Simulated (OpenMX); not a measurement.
## PtS2 in OpenMX: convergence with criterion

The system is PtS2.

```
CELL_PARAMETERS angstrom
3.54320 0.00000 0.00000
-1.77160 3.06850 0.00000
0.00000 0.00000 5.03880
ATOMIC_POSITIONS crystal
Pt 0.98884 0.98405 0.00219
S 0.67648 0.32957 0.76802
S 0.32670 0.65923 0.23257
```

The cell isn't the ideal one: atoms moved at random, drawn with an rms of 0.05 Å.

- Program: OpenMX 3.8.5
- Task: convergence study
- Functional: PBE
- Potentials or basis: OpenMX 2013 PBE set, Pt7.0-s3p2d2, S7.0-s2p2d1, grid cutoff 400 Ry
- k mesh: 7 × 7 × 5
- Occupations: fermi-dirac, width 0.05 eV
- Spin: no spin polarisation

These are the settings of the first run; the series varies criterion, with any setting tied to it.

Hardware: 1 thread of AMD EPYC 9R45 96-Core Processor (Zen 5), with other jobs on the host.

```csv
criterion,"energy less the tightest run, at zero smearing (meV/atom)",SCF cycles,CPU time (s),peak memory (GiB)
1.0e-3,0.01,13,56,0.76
1.0e-4,0.01,13,56,0.76
1.0e-5,0.01,14,58,0.75
1.0e-6,0.00,17,63,0.75
1.0e-7,0.00,18,64,0.75
1.0e-8,0.00,19,68,0.76
1.0e-9,0.00,20,70,0.75
1.0e-10,0.00,21,72,0.75
```

Against the tightest run, the energy stays within 1 meV/atom from 1.0e-3 on. The tightest run that finished is the yardstick and may itself not be fully converged.
